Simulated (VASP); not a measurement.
## Fe2O3 (Hematite): band structure with PBE

Fe2O3 (Hematite):

```xyz
10
Lattice="2.5190 1.4543 4.5907 -2.5190 1.4543 4.5907 0.0000 -2.9087 4.5907" Properties=species:S:1:pos:R:3 pbc="T T T"
Fe    0.0000    0.0000    4.8932
Fe    0.0000    0.0000    1.9928
Fe    0.0000    0.0000    8.8788
Fe    0.0000    0.0000   11.7792
O     0.7706   -1.5740    8.0337
O    -1.7484    0.1197    8.0337
O     0.9779    1.4543    8.0337
O    -0.7706    1.5740    5.7383
O     1.7484   -0.1197    5.7383
O    -0.9779   -1.4543    5.7383
```

```json
{
  "Program": "VASP 6.6.1",
  "Task": "band structure",
  "Functional": "PBE",
  "Potentials or basis": "VASP PAW PBE potentials, release 64 (Fe, O)",
  "Cutoff": "520 eV",
  "k mesh": "7 × 7 × 7",
  "Occupations": "fermi-dirac, width 0.05 eV",
  "Spin": "collinear spin, ferromagnetic start",
  "Starting moments": "[3.0, 3.0, 3.0, 3.0, 0.0, 0.0, 0.0, 0.0, 0.0, 0.0] μB",
  "Further INCAR settings": "ALGO = Fast; EDIFF = 1e-06; NBANDS = 49"
}
```

```json
{
  "Band gap along the path": "none (metal or under the smearing width)",
  "Net moment": "13.54 μB per cell"
}
```

It took 22 min on 1 thread of Intel(R) Xeon(R) Platinum 8488C (Sapphire Rapids), on a shared host, peak memory 0.89 GiB.

Caveat: the log is that of the step along the path at fixed density, whose energy, stress, charges and moments have no meaning; semilocal functionals often make such compounds metallic where correlation or magnetic order opens a gap, which also shifts bond lengths; only a ferromagnetic start was run, and an antiferromagnetic order may lie lower in energy.
